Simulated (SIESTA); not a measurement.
The system is MnSb.

```xyz
2
Lattice="0.0000 2.7950 2.7950 2.7950 0.0000 2.7950 2.7950 2.7950 0.0000" Properties=species:S:1:pos:R:3 pbc="T T T"
Sb    2.7950    2.7950    2.7950
Mn    0.0000    0.0000    0.0000
```

The cell comes from a database or a generator and needn't be the stable form of this composition.

Base run:

```yaml
Program: SIESTA 5.4.2
Functional: PBE
Potentials_or_basis: PseudoDojo 0.4 standard (PBE files)
Basis: DZP (energy shift 0.003 Ry; two zetas on semicore shells)
Grid_cutoff: 800 Ry
Energy_shift: 0.003 Ry
k_mesh: 8 × 8 × 8
Occupations: fermi-dirac, width 0.05 eV
Spin: collinear spin, ferromagnetic start
Starting_moments: "[0.0, 4.0] μB"
Fixed_moment: 3 μB
```

Its results: pressure -4.1 GPa; site moments Sb -0.55; Mn +3.55 μB.

Task: The run is repeated on the same cell with these changes: fixed moment from 3 μB to 2 μB. What comes out?

Result: Pressure -8.3 GPa; site moments Sb -0.57; Mn +2.57 μB.

Caveats: short orbitals over semicore shells can move pressures by several GPa; the basis of atomic orbitals isn't converged, which shifts pressures, moduli and gaps; the total moment is fixed, so each spin has its own Fermi level; a cell with one magnetic atom can't hold antiferromagnetic order, which such compounds often take; the moment is held away from its start (some runs).
